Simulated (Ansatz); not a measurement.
LiCl:

```
CELL_PARAMETERS angstrom
0.00000 2.56477 2.56477
2.56477 0.00000 2.56477
2.56477 2.56477 0.00000
ATOMIC_POSITIONS crystal
Cl 0.50000 0.50000 0.50000
Li 0.00000 0.00000 0.00000
```

Base run:

```yaml
Program: Ansatz 0.2.0
Functional: revPBE
Potentials_or_basis: Ansatz PAW
Cutoff: "420 eV (not typed: the program's choice for these potentials)"
k_mesh: 9 × 9 × 9
Occupations: fermi-dirac, width 0.05 eV
Spin: no spin polarisation
```

Its results: band gap on the k mesh 6.53 eV, direct; pressure 2.1 GPa.

**Question.** After a change of settings the same cell gave: band gap on the k mesh 7.55 eV, direct; pressure -1.5 GPa. Which change was it?
A. functional from revPBE to PBE
B. functional from revPBE to RPBE
C. functional from revPBE to PBEsol
D. functional from revPBE to HSEsol; k mesh from 9 × 9 × 9 to 5 × 5 × 5

**Answer.** D.

Caveats: some runs use coarse meshes; the PAW data sets come from PBE, with cores solved anew for the run's functional, which leaves a small shift of forces and pressure; the thresholds are loose for stress (some runs).
